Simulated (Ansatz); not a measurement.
# SiTe2 monolayer (2H): modes against uniaxial strain along the armchair direction, normal to a, with the width clamped, part 2 of 3

Wanted: the shifts of the zone-centre modes of SiTe2 monolayer (2H) with strain.

Ansatz 0.2.0; DFT PBE, scalar-relativistic, plane waves, PAW; PAW set soft_1.

So far: Set-up; Bringing the structure to rest.

**3. Tight relaxation**

Phonons need small forces and stress, so the relaxation is finished with tight tolerances on 15×15×1 k points.

Contents of input.yaml:

```yaml
crystal:
  lattice:
    - [3.5834432558, 0.0, 0.0]
    - [-1.7917216279, 3.1033528925, 0.0]
    - [0.0, 0.0, 31.0]
  atoms:
    - { symbol: Si, position: [0.3333333333, 0.6666666667, 0.3225806452] }
    - { symbol: Te, position: [0.6666666667, 0.3333333333, 0.3838028986] }
    - { symbol: Te, position: [0.6666666667, 0.3333333333, 0.2613583917] }
  periodic: [true, true, false]
kpoints:
  mp_grid: { grid: [15, 15, 1] }
hamiltonian:
  xc: pbe
  pseudopotentials: { kind: paw, azcp: { folder: soft_1 } }
scf:
  occupations: { method: methfessel_paxton, width: 0.2 }
output:
  forces: true
  stress: true
  eigenvalues: true
relax:
  adjacent_minimum: "off"
  f_tol: 0.001
  max_steps: 60
  cell: { stress_2d_tol: 0.002 }
```

On the command line:

```
$ ansatz run input.yaml --threads 4 --pin off --max-ram 16384MiB --backend cpu --events-out ev --progress --plain --runs-dir out
```

Numbers of over 12 decimals in the logs are rounded to 6 here.

Output:

```text
[...]
Crystal: 3 atoms, lattice volume = 344.741 Å³
Basis set: ecut = 420 eV, 6625 PW (Γ), exchange–correlation on 48×48×432 points (8 copies of the dense FFT grid, shifted against one another)
Bands: 22, of which v1, the nominal top of the filled ones, is band 18 counted from 1 (17 counted from 0)
Symmetry: 12 space group operations
[...]
° read free of the cell's end (the report's vacuum.weakly_bound_levels)
--- Relaxed structure (5 steps of the walk, 5 accepted, 1 SCFs on fresh bases) ---
[...]
cell:  # Å, volume = 343.7028 Å³
    - [3.578041, 0, 0]
    - [-1.789021, 3.098675, 0]
    - [0, 0, 31.0]
  atoms:
    - { symbol: Si, position: [0.333333, 0.666667, 0.322581] }
    - { symbol: Te, position: [0.666667, 0.333333, 0.383986] }
    - { symbol: Te, position: [0.666667, 0.333333, 0.261175] }
[key lines of the parts left out:]
SCF converged after 8 iterations
Free energy (F): -14595.034107 eV
Fermi energy:    -4.843228 eV
P = ½ c Tr σ = 0.0002 N/m
```

The job ended after 28 s (4 threads of Arm Neoverse V2, shared host; peak memory 0.68 GiB).

The steps of the relaxation:

```
step  energy less that of the first step (eV)  largest force component (eV/Å)  volume (Å³)
   1                                   0.0000                          0.0212       344.74
   2                                  -0.0002                          0.0167       343.72
   3                                  -0.0002                          0.0021       343.79
   4                                  -0.0002                          0.0005       343.68
   5                                  -0.0002                          0.0000       343.70
  6*                                  -0.0002                          0.0000       343.70
```

Relaxation steps marked * repeat the geometry before them on a plane-wave basis chosen anew for their cell, so energy and pressure can jump there.

Forces are held to the 12 operations that the run works with; a distortion that breaks them can't arise in this run.

```
cell as run  before  after  change
      a (Å)   3.583  3.578  -0.2 %
      b (Å)   3.583  3.578  -0.2 %
```

The relaxed structure:

```xyz
3
Lattice="3.5780 0.0000 0.0000 -1.7890 3.0987 0.0000 0.0000 0.0000 31.0000" Properties=species:S:1:pos:R:3
Si    0.0000    2.0658   10.0000
Te    1.7890    1.0329   11.9036
Te    1.7890    1.0329    8.0964
```

This step gave:

```yaml
area_per_atom: 3.696 Å²
```

The largest force component left is 0.021 meV/Å, within the tolerances set.

**4. Zone-centre response at rest**

Phonons follow from the second derivative of the energy, found here by linear response.

The modes at rest are the reference of the series.

input.yaml, the sections that differ from step 3:

```yaml
crystal:
  lattice:
    - [3.57804124, 0.0, 0.0]
    - [-1.78902062, 3.0986746096, 0.0]
    - [0.0, 0.0, 31.0]
  atoms:
    - { symbol: Si, position: [0.3333333333, 0.6666666667, 0.3225806452] }
    - { symbol: Te, position: [0.6666666667, 0.3333333333, 0.3839858092] }
    - { symbol: Te, position: [0.6666666667, 0.3333333333, 0.2611754812] }
  periodic: [true, true, false]
output:
  eigenvalues: true
phonons:
  method: dfpt
# kpoints, hamiltonian, scf: as in step 3
# relax: removed
```

Output:

```text
Warning: crystal.symmetry: narrowed to the stabiliser of the run's FFT grids — unitary ops 12 → 6. A phonons.method: dfpt run fills in the rows of the dynamical matrix that it does not solve by its symmetry operations, which is exact only for operations that map its FFT grids onto themselves: filled in by any other, the frequencies could depend on the order in which like atoms are typed, or, by more than the grids' own error, on where the crystal sits among the grids' points. Excluded: 6 operations. The run can therefore solve more perturbations, solve them on more k-points, or both, and cost more. [rest of the remark cut]
[...]
Crystal: 3 atoms, lattice volume = 343.703 Å³
Basis set: ecut = 420 eV, 6601 PW (Γ), exchange–correlation on 48×48×432 points (8 copies of the dense FFT grid, shifted against one another)
Bands: 22, of which v1, the nominal top of the filled ones, is band 18 counted from 1 (17 counted from 0)
Symmetry: 12 space group operations
k-points: 64 of 225 (irreducible under 2 space group operations, time reversal used)
[...]
SCF iter   9: F=-14595.034107 eV  HF=-14595.034107 eV  |F-HF|=8.75e-10  |Δ(HF+E_count)|=   2.31e-9  S|Δr|=    0.00e0  Δρ=5.43e-8  dr2=5.68e-12  ethr=1.00e-12  ⟨swp⟩=15.6  Hψ=13961  notcnv=0
SCF 1 converged in 9 iterations: F = -14595.034107 eV  dr2 = 5.68e-12
[...]
DFPT response loops at Γ: preconditioner auto → none (partly filled bands, converged f_vac=0.735); β = 0.50; Broyden in place of MSR1
SCF converged after 9 iterations
[...]
Free energy (F): -14595.034107 eV
[...]
Internal energy: -14595.031854 eV  (E = F + TS)
E sigma→0 (E₀):  -14595.033544 eV
Entropy (-TS):   -0.002253 eV (-0.751 meV/atom)
Fermi energy:    -4.843228 eV
[...]
--- Band table (eV; the first three rows and the last of 64) ---
  k-point 0: bands = [... 14 lower, -4.3059, -4.3059, -3.6383, -3.1487, -3.1487, -1.2932, -1.2932, -0.8375]
  k-point 1: bands = [... 14 lower, -5.0615, -4.4728, -3.6734, -3.3104, -3.2606, -1.4931 (-1.4931°), -1.1419, -0.6999]
  k-point 2: bands = [... 14 lower, -6.2684, -4.8625, -4.7742, -3.5490, -3.1710, -1.9085, -0.8392, -0.4659]
  k-point 63: bands = [... 14 lower, -8.8096, -8.2861, -6.6653, -5.8084, -4.7582, -2.6559, -0.7890, -0.6155]
  ° read free of the cell's end (the report's vacuum.weakly_bound_levels)
--- Phonons (Γ-DFPT): 6 representative perturbations + reference, on 64 of 225 k-points (Σ response iterations 22) ---
  ASR residual: 3.574e-5 → 0.000e0 eV/Å²; symmetrization residual: 8.362e-6 eV/Å²
  The last average, over the group as it would stand without the narrowing to the FFT grids, took up to 4.150e-6 eV/Å² of the zone centre's force constants
  ASR residual per site (eV/Å²): 2.38e-5 3.57e-5 2.43e-5
  Γ frequencies (cm⁻¹): 0.00 0.00 0.00 51.91 51.91 110.27 147.20 147.20 154.03
  non-analytic LO–TO correction: not included (Born effective charges unavailable; polar crystals: no LO–TO splitting at Γ)
```

Wall time 70 s (4 threads); peak memory 1.8 GiB; 4.5 min of CPU time.

Reading the cycles: dr2 is the Hartree energy of the density residual (eV), the measure of convergence; HF is the Harris–Foulkes estimate of the energy, which meets the free energy F at convergence.

This step gave:

* sum-rule residual before enforcement: 3.57e-5 eV/Å²
* point group: -6m2
* highest optical mode at the zone centre (no LO-TO term): 154.0 cm⁻¹
* lowest optical zone-centre mode: 51.91 cm⁻¹

Patterns of degenerate modes are one choice out of their space. The modes at Γ (shares of kinetic energy by element, %):

```
mode  frequency (cm⁻¹)  symmetry  Si %  Te %
   1               0.0  acoustic    10    90
   2               0.0  acoustic    10    90
   3               0.0  acoustic    10    90
   4              51.9       E''     0   100
   5              51.9       E''     0   100
   6             110.3       A1'     0   100
   7             147.2        E'    90    10
   8             147.2        E'    90    10
   9             154.0      A2''    90    10
```

Displacements in mode 4 (51.9 cm⁻¹), the largest set to 1:
```
Si1  0.00  0.00  0.00
Te2 -0.16  1.00  0.00
Te3  0.16 -1.00  0.00
```

Displacements in mode 9 (154.0 cm⁻¹), the largest set to 1:
```
Si1  0.00  0.00  1.00
Te2  0.00  0.00 -0.11
Te3  0.00  0.00 -0.11
```

Before it was imposed, the acoustic sum rule was missed by 3.6e-5 eV/Å². Small misses are needed for a sound result but don't prove that mesh and cutoff are converged. The lowest optical mode is real, 51.9 cm⁻¹.

**5. A member of the series: uniaxial strain of +5 % along the armchair direction, normal to a, with the width clamped**

The cell takes a uniaxial strain of +5 % along the armchair direction, normal to a, with the width clamped. The cell is held, and the atoms relax in it.

input.yaml, the sections that differ from step 4:

```yaml
crystal:
  lattice:
    - [3.57804124, 0.0, 0.0]
    - [-1.78902062, 3.2536083401, 0.0]
    - [0.0, 0.0, 31.0]
  atoms:
    - { symbol: Si, position: [0.3382794928, 0.6765589855, 0.3225806452] }
    - { symbol: Te, position: [0.6641935869, 0.3283871738, 0.3834359424] }
    - { symbol: Te, position: [0.6641935869, 0.3283871738, 0.261725348] }
  periodic: [true, true, false]
output:
  forces: true
  stress: true
  eigenvalues: true
relax:
  adjacent_minimum: "off"
  f_tol: 0.001
  max_steps: 60
# kpoints, hamiltonian, scf: as in step 4
# phonons: removed
```

Output:

```text
[...]
--- Relaxed structure (6 steps of the walk, 6 accepted, 0 SCFs on fresh bases) ---
  F+E_penalty+E_count = -14595.00159848 eV   max|allowed force component| = 7.955e-5 eV/Å
  cell:  # Å, volume = 360.8879 Å³
    - [3.57804124, 0.0, 0.0]
    - [-1.78902062, 3.2536083401, 0.0]
    - [0.0, 0.0, 31.0]
  atoms:
    - { symbol: Si, position: [0.339062, 0.678124, 0.3225806452] }
    - { symbol: Te, position: [0.663802, 0.327605, 0.383303] }
    - { symbol: Te, position: [0.663802, 0.327605, 0.261858] }
[key lines of the parts left out:]
SCF converged after 2 iterations
Free energy (F): -14595.001598 eV
Fermi energy:    -5.048959 eV
P = ½ c Tr σ = -1.8536 N/m
```

The job ended after 69 s (4 threads; peak memory 0.89 GiB; 4.5 min of CPU time).

Step by step:

```
step  energy less that of the first step (eV)  largest force component (eV/Å)
   1                                   0.0000                          0.0266
   2                                  -0.0001                          0.0188
   3                                  -0.0002                          0.0075
   4                                  -0.0002                          0.0055
   5                                  -0.0002                          0.0001
   6                                  -0.0002                          0.0001
```

The run keeps the 4 symmetry operations that it works with, so distortions that break them were not tested.

The relaxed structure:

```
Si Te
1.0
     3.57804    0.00000    0.00000
    -1.78902    3.25361    0.00000
     0.00000    0.00000   31.00000
Si Te
1 2
Direct
  0.33906 0.67812 0.32258
  0.66380 0.32760 0.38330
  0.66380 0.32760 0.26186
```

This step gave:

```
area per atom : 3.881 Å²
```

The largest force component left is 0.080 meV/Å.

**6. Modes of this member: uniaxial strain of +5 % along the armchair direction, normal to a, with the width clamped**

The zone-centre modes follow for uniaxial strain of +5 % along the armchair direction, normal to a, with the width clamped.

input.yaml, the sections that differ from step 5:

```yaml
crystal:
  lattice:
    - [3.57804124, 0.0, 0.0]
    - [-1.78902062, 3.2536083401, 0.0]
    - [0.0, 0.0, 31.0]
  atoms:
    - { symbol: Si, position: [0.3390618962, 0.6781237924, 0.3225806452] }
    - { symbol: Te, position: [0.6638023852, 0.3276047703, 0.3833032386] }
    - { symbol: Te, position: [0.6638023852, 0.3276047703, 0.2618580518] }
  periodic: [true, true, false]
output:
  eigenvalues: true
phonons:
  method: dfpt
# kpoints, hamiltonian, scf: as in step 5
# relax: removed
```

Output:

```text
[...]
Crystal: 3 atoms, lattice volume = 360.888 Å³
Basis set: ecut = 420 eV, 7021 PW (Γ), exchange–correlation on 60×60×432 points (8 copies of the dense FFT grid, shifted against one another)
Bands: 22, of which v1, the nominal top of the filled ones, is band 18 counted from 1 (17 counted from 0)
Symmetry: 4 space group operations
k-points: 64 of 225 (irreducible under 2 space group operations, time reversal used)
[...]
SCF iter  10: F=-14595.001598 eV  HF=-14595.001598 eV  |F-HF|=3.71e-10  |Δ(HF+E_count)|=   1.39e-9  S|Δr|=    0.00e0  Δρ=4.79e-8  dr2=7.24e-12  ethr=1.00e-12  ⟨swp⟩=15.1  Hψ=13746  notcnv=0
SCF 1 converged in 10 iterations: F = -14595.001598 eV  dr2 = 7.24e-12
[...]
SCF converged after 10 iterations
[...]
Free energy (F): -14595.001598 eV
[...]
Internal energy: -14595.004937 eV  (E = F + TS)
E sigma→0 (E₀):  -14595.002433 eV
Entropy (-TS):   0.003339 eV (1.113 meV/atom)
Fermi energy:    -5.048952 eV
[...]
--- Band table (eV; the first three rows and the last of 64) ---
  k-point 0: bands = [... 14 lower, -5.0672, -4.4701, -3.9295, -3.8168, -3.3529, -1.7981 (-1.7981°), -1.5960, -1.0216]
  k-point 1: bands = [... 14 lower, -5.7511, -4.6071, -4.2910, -3.5379, -3.4362, -1.9010 (-1.9010°), -1.4592, -0.8249]
  k-point 2: bands = [... 14 lower, -6.8553, -5.2726, -4.9326, -3.6555, -3.3106, -2.1284, -1.1585, -0.5364]
  k-point 63: bands = [... 14 lower, -8.7787, -8.4218, -6.6912, -5.7155, -4.8805, -2.7195, -1.0534, -1.0359]
  ° read free of the cell's end (the report's vacuum.weakly_bound_levels)
[...]
ASR residual: 8.427e-5 → 0.000e0 eV/Å²; symmetrization residual: 7.369e-6 eV/Å²
[...]
ASR residual per site (eV/Å²): 5.40e-5 8.43e-5 8.33e-5
  Γ frequencies (cm⁻¹): 0.00 0.00 0.00 36.55 41.05 109.15 125.60 140.29 152.09
[...]
```

It took 2 min on 4 threads; peak memory 2 GiB.

This step gave:

* sum-rule residual before enforcement: 8.43e-5 eV/Å²
* point group: mm2
* highest optical mode at the zone centre (no LO-TO term): 152.1 cm⁻¹
* lowest optical zone-centre mode: 36.55 cm⁻¹

Patterns of degenerate modes are one choice out of their space. The modes at Γ (shares of kinetic energy by element, %):

```
mode  frequency (cm⁻¹)  symmetry  Si %  Te %
   1               0.0  acoustic    10    90
   2               0.0  acoustic    10    90
   3               0.0  acoustic    10    90
   4              36.5        A2     0   100
   5              41.0        B1     0   100
   6             109.2        A1     4    96
   7             125.6        B1    90    10
   8             140.3        B2    90    10
   9             152.1        A1    86    14
```

Displacements in mode 4 (36.5 cm⁻¹), the largest set to 1:
```
Si1  0.00  0.00  0.00
Te2 -1.00  0.00  0.00
Te3  1.00  0.00  0.00
```

Displacements in mode 9 (152.1 cm⁻¹), the largest set to 1:
```
Si1  0.00  1.00  0.00
Te2  0.00 -0.11 -0.08
Te3  0.00 -0.11  0.08
```

The lowest optical mode is real, 36.5 cm⁻¹, and the highest lies at 152.1 cm⁻¹.

**7. A member of the series: uniaxial strain of -3 % along the armchair direction, normal to a, with the width clamped**

The cell takes a uniaxial strain of -3 % along the armchair direction, normal to a, with the width clamped. The cell is held, and the atoms relax in it.

input.yaml, the sections that differ from step 6:

```yaml
crystal:
  lattice:
    - [3.57804124, 0.0, 0.0]
    - [-1.78902062, 3.0057143713, 0.0]
    - [0.0, 0.0, 31.0]
  atoms:
    - { symbol: Si, position: [0.32977062, 0.6595412401, 0.3225806452] }
    - { symbol: Te, position: [0.6684480233, 0.3368960467, 0.3844943737] }
    - { symbol: Te, position: [0.6684480233, 0.3368960467, 0.2606669167] }
  periodic: [true, true, false]
output:
  forces: true
  stress: true
  eigenvalues: true
relax:
  adjacent_minimum: "off"
  f_tol: 0.001
  max_steps: 60
# kpoints, hamiltonian, scf: as in step 6
# phonons: removed
```

Output:

```text
[...]
Crystal: 3 atoms, lattice volume = 333.392 Å³
Basis set: ecut = 420 eV, 6453 PW (Γ), exchange–correlation on 48×48×432 points (8 copies of the dense FFT grid, shifted against one another)
Bands: 22, of which v1, the nominal top of the filled ones, is band 18 counted from 1 (17 counted from 0)
Symmetry: 4 space group operations
[...]
--- Relaxed structure (5 steps of the walk, 5 accepted, 0 SCFs on fresh bases) ---
  F+E_penalty+E_count = -14595.02430199 eV   max|allowed force component| = 7.443e-4 eV/Å
  cell:  # Å, volume = 333.3917 Å³
    - [3.57804124, 0.0, 0.0]
    - [-1.78902062, 3.0057143713, 0.0]
    - [0.0, 0.0, 31.0]
  atoms:
    - { symbol: Si, position: [0.328534, 0.657068, 0.3225806452] }
    - { symbol: Te, position: [0.669066, 0.338133, 0.384668] }
    - { symbol: Te, position: [0.669066, 0.338133, 0.260493] }
[key lines of the parts left out:]
SCF converged after 3 iterations
Free energy (F): -14595.024302 eV
Fermi energy:    -4.672084 eV
P = ½ c Tr σ = 1.1611 N/m
```

Wall time 54 s (4 threads); peak memory 0.84 GiB; 3.5 min of CPU time.

Step by step:

```
step  energy less that of the first step (eV)  largest force component (eV/Å)
   1                                   0.0000                          0.0393
   2                                  -0.0001                          0.0401
   3                                  -0.0003                          0.0125
   4                                  -0.0004                          0.0007
   5                                  -0.0004                          0.0007
```

The run keeps the 4 symmetry operations that it works with, so distortions that break them were not tested.

Final coordinates:

```
Si Te
1.0
     3.57804    0.00000    0.00000
    -1.78902    3.00571    0.00000
     0.00000    0.00000   31.00000
Si Te
1 2
Direct
  0.32853 0.65707 0.32258
  0.66907 0.33813 0.38467
  0.66907 0.33813 0.26049
```

Numbers from this step:

```
area per atom : 3.585 Å²
```

The largest force component left is 0.74 meV/Å.

(Continued in part 3 of 3.)

[Logs are printed without paths, hosts, clocks, repeated set-up lines and the standing remarks that a program may print on its own settings, such as how far it seeks lower states.]

[Hosts, paths, dates, database ids (printed as entryN), source tags and the programs' standing remarks are cut or masked in the printed files.]
